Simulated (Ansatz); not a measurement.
The system is Ti2Co.

```
Co Ti
1.0
     0.00000    3.36500    3.36500
     3.36500    0.00000    3.36500
     3.36500    3.36500    0.00000
Co Ti
2 4
Direct
  0.75000 0.75000 0.75000
  0.50000 0.50000 0.50000
  0.12500 0.62500 0.12500
  0.12500 0.12500 0.62500
  0.62500 0.12500 0.12500
  0.12500 0.12500 0.12500
```

```yaml
Program: Ansatz 0.2.0
Task: relaxation of cell and atoms
Functional: PBEsol
Potentials_or_basis: Ansatz PAW
Cutoff: "420 eV (not typed: the program's choice for these potentials)"
k_mesh: 7 × 7 × 7
Occupations: fermi-dirac, width 0.05 eV
Spin: collinear spin, ferromagnetic start
Starting_moments: "[2.0, 2.0, 1.0, 1.0, 1.0, 1.0] μB"
```

At the start: volume 12.70 Å³/atom.

Where does the relaxation end?

It ends after 7 steps and the volume is 14.17 Å³/atom (+11.5 %); space group Fd-3m (No. 227, to 0.05 Å); moment 1.82 μB per cell.

The path:
```
step  energy change (eV)  largest force (eV/Å)  volume (Å³)
   1              0.0000                0.0000        76.21
   2             -0.3338                0.0000        81.50
   3             -0.3828                0.0000        84.30
   4             -0.3838                0.0000        84.80
   5             -0.3924                0.0000        84.80
   6             -0.3925                0.0000        84.99
   7             -0.3926                0.0000        84.99
```

Final structure:
```
Co Ti
1.0
     0.00000    3.48969    3.48969
     3.48969    0.00000    3.48969
     3.48969    3.48969    0.00000
Co Ti
2 4
Direct
  0.75000 0.75000 0.75000
  0.50000 0.50000 0.50000
  0.12500 0.62500 0.12500
  0.12500 0.12500 0.62500
  0.62500 0.12500 0.12500
  0.12500 0.12500 0.12500
```

Caveat: the plane-wave basis is chosen anew once the cell has moved, so the energies of steps on either side of that aren't comparable; the PAW data sets come from PBE, with cores solved anew for the run's functional, which leaves a small shift of forces and pressure.
